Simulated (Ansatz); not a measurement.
## How BN (P6_3/mmc) stiffens under pressure

```xyz
4
Lattice="2.5044 0.0000 0.0000 -1.2522 2.1688 0.0000 0.0000 0.0000 7.0160" Properties=species:S:1:pos:R:3 pbc="T T T"
B     0.0000    1.4459    1.7540
B     1.2522    0.7229    5.2620
N     0.0000    1.4459    5.2620
N     1.2522    0.7229    1.7540
```

This is the zero-pressure cell. At each pressure cell and atoms are relaxed in this structure, and the constants are slopes of the stress at strains of ±0.005 with relaxed ions (the coefficients that govern stability under load). Level: PBEsol, PAW on Ansatz 0.2.0's default frozen-core files (fitted under PBE), scalar-relativistic; k mesh 10×10×4, strains of ±0.005, fixed occupations, cutoff 420 eV. P is the pressure of the relaxed cell, less that of this one.

```
P (GPa)    V/V₀  C11 (GPa)  C12 (GPa)  C13 (GPa)  C33 (GPa)  C44 (GPa)
   0.00  1.0000      830.8      194.7        1.5        9.8        3.1
   0.98  0.9427      882.8      209.4        3.3       23.2        4.8
   1.98  0.9099      916.2      219.8        5.1       37.2        6.6
   3.99  0.8687      962.8      235.4        9.2       54.5        9.4
   6.99  0.8287     1013.7      254.3       15.7       79.9       13.4
   9.99       ?          ?          ?          ?          ?          ?
  14.97  0.7630     1112.6      295.8       35.0      134.7       25.1
```

**Question.** Does the bulk modulus from the constants agree with the pressure-volume curve?

**Answer.** A third-order Birch-Murnaghan fit to the volumes shown (F against f, f = [(V₀/V)^(2/3) − 1]/2) gives B₀ = 10.3 GPa and B′ = 18.5. Its −V dP/dV stands beside the Reuss value 1/ΣS_ij (i, j ≤ 3):

| P (GPa) | from P(V) | from the constants |
| --- | --- | --- |
| 0.00 | 10.3 | 9.7 |
| 0.98 | 23.7 | 22.5 |
| 1.98 | 34.2 | 35.4 |
| 3.99 | 51.4 | 51.3 |
| 6.99 | 73.7 | 73.9 |
| 14.97 | 127.5 | 121.8 |

**Question.** What are the pressure derivatives at zero pressure?

**Answer.** Slopes at V₀ of quadratic fits in −ln(V/V₀) through the first four rows shown, divided by B₀: dC11/dP = 81.7, dC12/dP = 21.3, dC13/dP = 1.0, dC33/dP = 19.1, dC44/dP = 2.0. The mean slopes up to 2.0 GPa are 43.1, 12.7, 1.8, 13.8, 1.8; curvature and scatter of the constants part the two.

**Question.** Fill the row at 9.99 GPa.

**Answer.** Cubic fits in −ln(V/V₀) through all rows shown give C11 = 1056.1, C12 = 271.3, C13 = 22.9, C33 = 102.2, C44 = 17.9 GPa. Computed: V/V₀ = 0.7994, C11 (GPa) = 1055.3, C12 (GPa) = 271.1, C13 (GPa) = 22.5, C33 (GPa) = 98.7, C44 (GPa) = 17.8.

**Question.** Does a shear stiffness soften?

**Answer.** C44 goes from 3.1 to 25.1 GPa; (C11 − C12)/2 goes from 318.0 to 408.4 GPa. Neither ends more than 3 % under its start, and the lattice stays mechanically stable over this range.

Keep in mind: no other phase was computed; many crystals of this kind change structure within this range, and rows or crossings beyond such a change describe a metastable lattice; frozen-core PAW files fitted under PBE, their cores solved anew for the functional of the run; no dispersion correction, so the spacing and stiffness between layers or molecules are poor; phonons weren't checked at these pressures.
